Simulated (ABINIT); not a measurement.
The system is CuI (Marshite).

```
I Cu
1.0
     0.00000    3.03150    3.03150
     3.03150    0.00000    3.03150
     3.03150    3.03150    0.00000
I Cu
1 1
Direct
  0.00000 0.00000 0.00000
  0.75000 0.75000 0.75000
```

Base run:

```yaml
Program: ABINIT 10.8.3 (patched build)
Functional: RPBE
Potentials_or_basis: JTH PAW PBE v2.0
Cutoff: 707 eV
k_mesh: 8 × 8 × 8
Occupations: fermi-dirac, width 0.05 eV
Spin: no spin polarisation
```

Its results: band gap on the k mesh 1.25 eV, direct; pressure 2.7 GPa.

**Question.** The run is repeated on the same cell with these changes: functional from RPBE to PBE; k mesh from 8 × 8 × 8 to 3 × 3 × 3. What comes out?

**Answer.** Band gap on the k mesh 1.11 eV, direct; pressure 1.8 GPa.

Several settings changed at once, so the effect can't be laid on one alone.

Caveats: some runs use coarse meshes; spin-orbit coupling is left out, which moves the levels of the heavy elements; the PAW data sets were made with another functional, which shifts forces and pressure a little (some runs).
